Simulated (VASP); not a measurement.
Wanted: the native input for a VASP 6.6.1 run.

* Task: single point
* Functional: PBEsol
* Potentials or basis: VASP PAW PBE potentials, release 54 (Ga_d)
* Cutoff: 520 eV
* k mesh: 13 × 13 × 13
* Occupations: gaussian, width 0.1 eV
* Spin: no spin polarisation
* Further INCAR settings: ALGO = Normal; EDIFF = 1e-06; NBANDS = 12

The structure of Ga lies in POSCAR:

```
Ga
1.0
   -1.3843987196      1.3843987196      2.3112238365
    1.3843987196     -1.3843987196      2.3112238365
    1.3843987196      1.3843987196     -2.3112238365
Ga
1
Direct
    0.0000000000      0.0000000000      0.0000000000
```

This isn't the form of Ga at room conditions, which is orthorhombic.

One way to write it, as run:

INCAR

```
SYSTEM = Ga
PREC = Accurate
ENCUT = 520
EDIFF = 1E-6
ISMEAR = 0
SIGMA = 0.1
LREAL = .FALSE.
LASPH = .TRUE.
NELM = 60
ALGO = Normal
ISIF = 2
LWAVE = .FALSE.
LCHARG = .FALSE.
GGA = PS
NBANDS = 12
```

KPOINTS

```
Automatic mesh
0
G
  13 13 13
  0 0 0
```

Potentials or basis: VASP PAW PBE potentials, release 54 (Ga_d).

Command:

```sh
$ cat potpaw_PBE.54/Ga_d/POTCAR > POTCAR
$ mpirun -np 1 vasp_std > vasp.out
```

Results of the run:

The pressure is -0.3 GPa and the band gap on the k mesh is none (metal or under the smearing width).

Caveat: the PAW data sets were made with another functional, which shifts forces and pressure a little.

It took 21 s on 1 thread of Intel(R) Xeon(R) Platinum 8488C (Sapphire Rapids), on a shared host, peak memory 0.16 GiB.
